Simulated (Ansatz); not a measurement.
α-phase Li3N was calculated with G0W0@PBEsol in Ansatz (plane waves, hard PAW, contour deformation).

The cell has the measured lattice parameters. Conventional cell: a = 3.6520 Å, b = 3.6520 Å, c = 3.8660 Å, α = 90.00°, β = 90.00°, γ = 120.00°.

One run with a 6×6×4 mesh, response cutoff 150 eV and 342 empty bands, not extrapolated in mesh or basis; no spin–orbit coupling.

Some levels at Γ in eV, each set counted from its highest filled level:

| row | degeneracy | PBEsol | quasiparticle |
|---|---|---|---|
| 1 | 1 | -43.67 | (withheld) |
| 2 | 1 | -43.32 | (withheld) |
| 3 | 1 | -1.32 | -1.20 |
| 4 | 2 | 0.00 | 0.00 |
| 5 | 1 | 1.23 | (withheld) |
| 6 | 1 or more | 7.38 | (withheld) |

Problem. Some entries are withheld; supply them.

Solution. 
- 1, quasiparticle: -50.07
- 2, quasiparticle: -49.80
- 5, quasiparticle: 2.02
- 6, quasiparticle: 8.51

Levels within 5 meV count as one row.

Note: cell and atoms aren't relaxed at this level.

Ansatz is an electronic-structure program.
